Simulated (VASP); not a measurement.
# BaTiO3 in VASP: further runs, part 2 of 2

VASP 6.6.1.

### Step 4. Single point, PBE

INCAR reads:

```
SYSTEM = BaTiO3
PREC = Accurate
ENCUT = 460
EDIFF = 1E-7
ISMEAR = 0
SIGMA = 0.05
LREAL = .FALSE.
LASPH = .TRUE.
NELM = 100
ALGO = Normal
ISIF = 2
LWAVE = .FALSE.
LCHARG = .FALSE.
GGA = PE
NBANDS = 28
ADDGRID = .TRUE.
```

KPOINTS reads:

```
regular mesh
0
G
  5 5 5
  0 0 0
```

POSCAR reads:

```
BaTiO3
1.0
    3.9998000000      0.0000000000      0.0000000000
    0.0000000000      3.9998000000      0.0000000000
    0.0000000000      0.0000000000      4.0180000000
Ba Ti O
1 1 3
Direct
    0.0050340000     -0.0151990000     -0.0081960000
    0.5109990000      0.5026790000      0.4796360000
   -0.0079330000      0.4990990000      0.5319510000
    0.5087000000     -0.0034200000      0.5100070000
    0.5274750000      0.4823970000      0.0100750000
```

Potentials or basis: VASP PAW PBE potentials, release 64 (Ba_sv, Ti_sv, O).

Command:

```sh
> cat potpaw_PBE.64/Ba_sv/POTCAR potpaw_PBE.64/Ti_sv/POTCAR potpaw_PBE.64/O/POTCAR > POTCAR
> mpirun -np 1 vasp_std > vasp.out
```

OUTCAR:

```text
SYSTEM = BaTiO3
   PREC = Accurate
   ENCUT = 460
   EDIFF = 1E-7
   ISMEAR = 0
   LREAL = .FALSE.
   LASPH = .TRUE.
   NELM = 100
   ISIF = 2
   GGA = PE

 Found     63 irreducible k-points:

 Following reciprocal coordinates:
            Coordinates               Weight
  0.000000  0.000000  0.000000      1.000000
  0.200000  0.000000  0.000000      2.000000
  0.000000  0.200000  0.000000      2.000000
  0.400000  0.000000  0.000000      2.000000
  0.000000  0.400000  0.000000      2.000000
  0.200000  0.200000  0.000000      2.000000
   k-points           NKPTS =     63   k-points in BZ     NKDIM =     63   number of bands    NBANDS=     28
   number of dos      NEDOS =    301   number of ions     NIONS =      5
   total plane-waves  NPLWV =  21952
   dimension x,y,z NGX =    28 NGY =   28 NGZ =   28
   dimension x,y,z NGXF=    56 NGYF=   56 NGZF=   56
   ions per type =               1   1   3
   NGX,Y,Z   is equivalent  to a cutoff of  11.64, 11.64, 11.59 a.u.
   NGXF,Y,Z  is equivalent  to a cutoff of  23.28, 23.28, 23.17 a.u.
 SYSTEM =  BaTiO3
[... 55 lines left out ...]

  energy without entropy =      -39.88329886  energy(sigma->0) =      -39.88329886

 E-fermi :   3.9809     XC(G=0): -11.2385

 val. band max:        3.6783103214   @ k =  -0.4000   0.4000   0.4000
 cond. band min:       5.6934547878   @ k =   0.0000   0.0000   0.0000
 fundamental gap:      2.0151444664
 Fermi energy:         3.9808588352

 k-point     1 :       0.0000    0.0000    0.0000
  band No.  band energies     occupation
      1     -52.7282      2.00000
      2     -28.9700      2.00000
      3     -28.9546      2.00000
      4     -28.9427      2.00000
      5     -21.0029      2.00000
      6     -13.0790      2.00000
[... 175 lines left out ...]
     27      10.3236      0.00000
     28      12.1409      0.00000

 [... further k-points ...]

------------------------ aborting loop because EDIFF is reached ----------------------------------------

  FORCE on cell =-STRESS in cart. coord.  units (eV):
  Direction    XX          YY          ZZ          XY          YZ          ZX
  --------------------------------------------------------------------------------------
  -------------------------------------------------------------------------------------
  Total        1.4404857      1.5251307      1.8692039      0.0439579     -0.0278316     -0.0555007
  in kB       35.9031919     38.0129128     46.5887187      1.0956225     -0.6936859     -1.3833208
  external PRESSURE =      40.1682745 kB  Pullay stress =       0.0000000 kB

 VOLUME and BASIS-vectors are now :
 -----------------------------------------------------------------------------
  energy-cutoff  :      460.00
  volume of cell :       64.28
      direct lattice vectors                 reciprocal lattice vectors
     3.999800000  0.000000000  0.000000000     0.250012501  0.000000000  0.000000000
     0.000000000  3.999800000  0.000000000     0.000000000  0.250012501  0.000000000
     0.000000000  0.000000000  4.018000000     0.000000000  0.000000000  0.248880040

 POSITION                                       TOTAL-FORCE (eV/Angst)
 -----------------------------------------------------------------------------------
      0.02013      3.93901      3.98507         0.135600      0.362327      0.147198
      2.04389      2.01062      1.92718         0.298530     -0.201625      0.061445
      3.96807      1.99630      2.13738         0.644819     -0.073867     -0.688339
      2.03470      3.98612      2.04921        -0.354045     -0.365151     -0.226184
      2.10979      1.92949      0.04048        -0.724905      0.278316      0.705880
 -----------------------------------------------------------------------------------
    total drift:                                0.000057      0.000049      0.000082

  FREE ENERGIE OF THE ION-ELECTRON SYSTEM (eV)
  ---------------------------------------------------
  free  energy   TOTEN  =       -39.8832988644 eV

  energy  without entropy=      -39.8832988644  energy(sigma->0) =      -39.88329886
```

Wall time 50 s (1 thread of Intel Xeon 6975P-C (Granite Rapids), shared host); peak memory 0.29 GiB.

The run converged, but some of its settings lie outside the range that counts as converged, so its numbers aren't taken as properties of the crystal.

Results:

```
Free energy            : -39.8833 eV
Pressure               : 4.0 GPa
Largest force          : 1.049 eV/Å
Band gap on the k mesh : 2.02 eV, indirect (least direct gap 2.15 eV)
```

Caveat: the cutoff is under 1.25 times the usual one of these potentials, so pressure, stress and relaxed cells hold a basis-set (Pulay) error; spin-orbit coupling is left out, which moves the levels of the heavy elements; an odd mesh through Γ misses points on the zone boundary, where band edges often lie.

### Step 5. Single point, PBE

INCAR reads:

```
SYSTEM = BaTiO3
PREC = Normal
ENCUT = 460
EDIFF = 1E-4
ISMEAR = 0
SIGMA = 0.05
LREAL = Auto
LASPH = .TRUE.
NELM = 100
ALGO = Normal
ISIF = 2
LWAVE = .FALSE.
LCHARG = .FALSE.
GGA = PE
NBANDS = 28
ADDGRID = .FALSE.
```

KPOINTS is that of step 4.

POSCAR is that of step 4.

Command:

```sh
> cat potpaw_PBE.64/Ba_sv/POTCAR potpaw_PBE.64/Ti_sv/POTCAR potpaw_PBE.64/O/POTCAR > POTCAR
> mpirun -np 1 vasp_std > vasp.out
```

Run time: 27 s. Hardware: 1 thread of Intel Xeon 6975P-C (Granite Rapids), shared host; peak memory 0.18 GiB.

These settings aren't checked as converged: the numbers below hold their error.

Results:

* Free energy: -39.8844 eV
* Pressure: 3.5 GPa
* Largest force: 1.041 eV/Å
* Band gap on the k mesh: 2.02 eV, indirect (least direct gap 2.16 eV)

Caveat: the cutoff is under 1.25 times the usual one of these potentials, so pressure, stress and relaxed cells hold a basis-set (Pulay) error; spin-orbit coupling is left out, which moves the levels of the heavy elements; an odd mesh through Γ misses points on the zone boundary, where band edges often lie.

### Step 6. Single point, PBE

INCAR reads:

```
SYSTEM = BaTiO3
PREC = Accurate
ENCUT = 520
EDIFF = 1E-7
ISMEAR = 0
SIGMA = 0.05
LREAL = .FALSE.
LASPH = .TRUE.
NELM = 100
ALGO = Normal
ISIF = 2
LWAVE = .FALSE.
LCHARG = .FALSE.
GGA = PE
NBANDS = 28
ADDGRID = .FALSE.
```

KPOINTS is that of step 5.

POSCAR is that of step 5.

Potentials or basis: VASP PAW PBE potentials, release 64 (Ba_sv, Ti_sv, O).

Command:

```sh
> cat potpaw_PBE.64/Ba_sv/POTCAR potpaw_PBE.64/Ti_sv/POTCAR potpaw_PBE.64/O/POTCAR > POTCAR
> mpirun -np 1 vasp_std > vasp.out
```

OUTCAR:

```text
SYSTEM = BaTiO3
   PREC = Accurate
   ENCUT = 520
   EDIFF = 1E-7
   ISMEAR = 0
   LREAL = .FALSE.
   LASPH = .TRUE.
   NELM = 100
   ISIF = 2
   GGA = PE

 Found     63 irreducible k-points:

 Following reciprocal coordinates:
            Coordinates               Weight
  0.000000  0.000000  0.000000      1.000000
  0.200000  0.000000  0.000000      2.000000
  0.000000  0.200000  0.000000      2.000000
  0.400000  0.000000  0.000000      2.000000
  0.000000  0.400000  0.000000      2.000000
  0.200000  0.200000  0.000000      2.000000
   k-points           NKPTS =     63   k-points in BZ     NKDIM =     63   number of bands    NBANDS=     28
   number of dos      NEDOS =    301   number of ions     NIONS =      5
   total plane-waves  NPLWV =  27000
   dimension x,y,z NGX =    30 NGY =   30 NGZ =   30
   dimension x,y,z NGXF=    60 NGYF=   60 NGZF=   60
   ions per type =               1   1   3
   NGX,Y,Z   is equivalent  to a cutoff of  12.47, 12.47, 12.41 a.u.
   NGXF,Y,Z  is equivalent  to a cutoff of  24.94, 24.94, 24.83 a.u.
 SYSTEM =  BaTiO3
   PREC   = accura    normal or accurate (medium, high low for compatibility)
   ISTART =      0    job   : 0-new  1-cont  2-samecut
   ICHARG =      2    charge: 1-file 2-atom 10-const
   ISPIN  =      1    spin polarized calculation?
   LNONCOLLINEAR =      F non collinear calculations
   LSORBIT =      F    spin-orbit coupling
   LASPH  =      T    aspherical Exc in radial PAW
   ENCUT  =  520.0 eV  38.22 Ry    6.18 a.u.   7.44  7.44  7.47*2*pi/ulx,y,z
   NELM   =    100;   NELMIN=  2; NELMDL= -5     # of ELM steps
   EDIFF  = 0.1E-06   stopping-criterion for ELM
   LREAL  =      F    real-space projection
   EDIFFG = 0.1E-05   stopping-criterion for IOM
   NSW    =      0    number of steps for IOM
   IBRION =     -1    ionic relax: 0-MD 1-quasi-New 2-CG
   NFREE  =      0    steps in history (QN), initial steepest desc. (CG)
   ISIF   =      2    stress and relaxation
   ISYM   =      2    0-nonsym 1-usesym 2-fastsym
   POTIM  = 0.5000    time-step for ionic-motion
   TEBEG  =    0.0;   TEEND  =   0.0 temperature during run
   PSTRESS=    0.0 pullay stress
   NELECT =      40.0000    total number of electrons
   NUPDOWN=      -1.0000    fix difference up-down
   EMIN   =  10.00;   EMAX   =-10.00  energy-range for DOS
   EFERMI =   0.00;   METHOD = LEGACY
   ISMEAR =     0;   SIGMA  =   0.05  broadening in eV -4-tet -1-fermi 0-gaus
   EFERMI_NEDOS =   21; number of points for ismear=-14 and -15
   IALGO  =     38    algorithm
   IMIX   =      4    mixing-type and parameters
     AMIX     =   0.40;   BMIX     =  1.00
     AMIX_MAG =   1.60;   BMIX_MAG =  1.00
  volume/ion in A,a.u.               =      12.86        86.76
  Fermi-wavevector in a.u.,A,eV,Ry     =   1.397653  2.641181 26.578078  1.953434
  Thomas-Fermi vector in A             =   2.520888
   LORBIT       =      0    0 simple, 1 ext, 2 COOP (PROOUT), +10 PAW based schemes
   GGA     = PE    functional components
   LHFCALC =     F    Hartree Fock is set to
   AEXX    =    0.0000 exact exchange contribution
   IVDW    =     0    specifies the selected vdW correction
   LEPSILON=     F    determine dielectric tensor
   LRPA    =     F    only Hartree local field effects (RPA)
 non-spin polarized calculation
 Gauss-broadening in eV      SIGMA  =   0.05
  energy-cutoff  :      520.00
  volume of cell :       64.28
 maximum number of plane-waves:      1759
 NGX is ok and might be reduce to    30

 number of electron      40.0000002 magnetization

 Free energy of the ion-electron system (eV)
  ---------------------------------------------------
  ext. energy  EPLUGINS =         0.00000000
  ---------------------------------------------------
  free energy    TOTEN  =       -39.87505279 eV

  energy without entropy =      -39.87505279  energy(sigma->0) =      -39.87505279

 E-fermi :   3.9338     XC(G=0): -11.2388

 val. band max:        3.6798610561   @ k =  -0.4000   0.4000   0.4000
 cond. band min:       5.6939003759   @ k =   0.0000   0.0000   0.0000
 fundamental gap:      2.0140393198
 Fermi energy:         3.9338470585

 k-point     1 :       0.0000    0.0000    0.0000
  band No.  band energies     occupation
      1     -52.7286      2.00000
      2     -28.9687      2.00000
      3     -28.9534      2.00000
      4     -28.9414      2.00000
      5     -21.0026      2.00000
      6     -13.0806      2.00000
[... 20 lines left out ...]
     27       8.9580      0.00000
[... 133 lines left out ...]
      6     -13.0921      2.00000
[... 20 lines left out ...]
     27      10.3231      0.00000
     28      12.1409      0.00000

 [... further k-points ...]

------------------------ aborting loop because EDIFF is reached ----------------------------------------

  FORCE on cell =-STRESS in cart. coord.  units (eV):
  Direction    XX          YY          ZZ          XY          YZ          ZX
  --------------------------------------------------------------------------------------
  -------------------------------------------------------------------------------------
  Total        1.7559333      1.8438156      2.1837711      0.0440551     -0.0275031     -0.0535789
  in kB       43.7655211     45.9559332     54.4291065      1.0980457     -0.6854978     -1.3354189
  external PRESSURE =      48.0501870 kB  Pullay stress =       0.0000000 kB

 VOLUME and BASIS-vectors are now :
 -----------------------------------------------------------------------------
  energy-cutoff  :      520.00
  volume of cell :       64.28
      direct lattice vectors                 reciprocal lattice vectors
     3.999800000  0.000000000  0.000000000     0.250012501  0.000000000  0.000000000
     0.000000000  3.999800000  0.000000000     0.000000000  0.250012501  0.000000000
     0.000000000  0.000000000  4.018000000     0.000000000  0.000000000  0.248880040

 POSITION                                       TOTAL-FORCE (eV/Angst)
 -----------------------------------------------------------------------------------
      0.02013      3.93901      3.98507         0.135844      0.362540      0.147451
      2.04389      2.01062      1.92718         0.298811     -0.201203      0.061251
      3.96807      1.99630      2.13738         0.645379     -0.073900     -0.688707
      2.03470      3.98612      2.04921        -0.354424     -0.366170     -0.226408
      2.10979      1.92949      0.04048        -0.725611      0.278733      0.706414
 -----------------------------------------------------------------------------------
    total drift:                               -0.000347     -0.000919     -0.000413

  FREE ENERGIE OF THE ION-ELECTRON SYSTEM (eV)
  ---------------------------------------------------
  free  energy   TOTEN  =       -39.8750527936 eV

  energy  without entropy=      -39.8750527936  energy(sigma->0) =      -39.87505279
```

stdout:

```text
POSCAR found type information on POSCAR BaTiO
 POSCAR found :  3 types and       5 ions
 scaLAPACK will be used
 LDA part: xc-table for (Slater+PW92), standard interpolation
 POSCAR, INCAR and KPOINTS ok, starting setup
 FFT: planning ... GRIDC
 FFT: planning ... GRID_SOFT
 FFT: planning ... GRID
 WAVECAR not read
 entering main loop
```

Wall time 64 s (1 thread of Intel Xeon 6975P-C (Granite Rapids), shared host); peak memory 0.25 GiB.

The run converged, but some of its settings lie outside the range that counts as converged, so its numbers aren't taken as properties of the crystal.

What came out:

```yaml
Free_energy: -39.8751 eV
Pressure: 4.8 GPa
Largest_force: 1.050 eV/Å
Band_gap_on_the_k_mesh: 2.01 eV, indirect (least direct gap 2.15 eV)
```

Caveat: spin-orbit coupling is left out, which moves the levels of the heavy elements; an odd mesh through Γ misses points on the zone boundary, where band edges often lie.

### Step 7. The reference run

An earlier run on the cell as given: functional PBEsol; potentials or basis VASP PAW PBE potentials, release 64 (Ba_sv, Ti_sv, O); cutoff 520 eV; k mesh 7 × 7 × 7; occupations fermi-dirac, width 0.05 eV; no spin polarisation.

* Pressure: -2.0 GPa
* Largest force: 0.323 eV/Å
* Band gap on the k mesh: 1.82 eV, indirect (least direct gap 2.02 eV)
